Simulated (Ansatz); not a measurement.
**Relaxing TiO2**

Theory: DFT r2SCAN+U, scalar-relativistic, plane waves, PAW (Ansatz 0.2.0). Run with 500 eV cutoff, 6×6×8 k-mesh, Gaussian smearing of 0.02 eV, no spin polarisation, U_eff Ti 4.0 eV on d shells.

What was changed: equal strain along all axes, cell held, atoms relaxed: +4.5 %.

Command:

```bash
ansatz run input.yaml --threads 1 --pin off --max-ram 2560MiB --backend cpu --events-out ev --progress --plain --runs-dir out
```

Input:

```yaml
crystal:
  lattice:
    - [4.8042153519, 0.0, 0.0]
    - [0.0, 4.8042153519, 0.0]
    - [0.0, 0.0, 3.1278684245]
  atoms:
    - { symbol: Ti, position: [0.5, 0.5, 0.0] }
    - { symbol: Ti, position: [0.0, 0.0, 0.5] }
    - { symbol: O, position: [0.6913023523, 0.6913023523, 0.5] }
    - { symbol: O, position: [0.8086976477, 0.1913023523, 0.0] }
    - { symbol: O, position: [0.1913023523, 0.8086976477, 0.0] }
    - { symbol: O, position: [0.3086976477, 0.3086976477, 0.5] }
basis:
  ecutwfc: 500
kpoints:
  mp_grid: { grid: [6, 6, 8] }
hamiltonian:
  xc: r2scan
  hubbard: { sites: [{ species: Ti, l: d, u_eff: 4.0 }] }
scf:
  occupations: { method: gaussian, width: 0.02 }
output:
  forces: true
  stress: true
  eigenvalues: true
relax:
  adjacent_minimum: "off"
  f_tol: 0.008
  max_steps: 40
```

F is the free energy.

Steps:

| step | F − F(1) (eV) | largest force component (eV/Å) |
| --- | --- | --- |
| 1 | 0.0000 | 0.147 |
| 2 | -0.0042 | 0.085 |
| 3 | -0.0063 | 0.003 |
| 4 | -0.0063 | 0.003 |

Relaxed structure:

```cif
data_structure
_symmetry_space_group_name_H-M 'P 1'
_symmetry_Int_Tables_number 1
_cell_length_a 4.8042
_cell_length_b 4.8042
_cell_length_c 3.1279
_cell_angle_alpha 90.000
_cell_angle_beta 90.000
_cell_angle_gamma 90.000
_cell_volume 72.19
loop_
_atom_site_label
_atom_site_type_symbol
_atom_site_fract_x
_atom_site_fract_y
_atom_site_fract_z
_atom_site_occupancy
Ti1 Ti 0.50000 0.50000 0.00000 1
Ti2 Ti 0.00000 0.00000 0.50000 1
O1 O 0.68905 0.68905 0.50000 1
O2 O 0.81095 0.18905 0.00000 1
O3 O 0.18905 0.81095 0.00000 1
O4 O 0.31095 0.31095 0.50000 1
```

It takes space group P4_2/mnm (No. 136, tetragonal). The conventional cell has a = 4.804 Å, b = 4.804 Å, c = 3.128 Å, α = 90.00°, β = 90.00°, γ = 90.00°. Ti (site symmetry mmm) is surrounded by 6 O at 2.02 to 2.11 Å. Around O (site symmetry m2m) lie 3 Ti at 2.02 to 2.11 Å.

The run converged. Time: 2.1 min on 1 thread of Intel(R) Xeon(R) Processor @ 2.50GHz (Skylake/Cascade Lake), on a shared host, peak memory 0.69 GiB.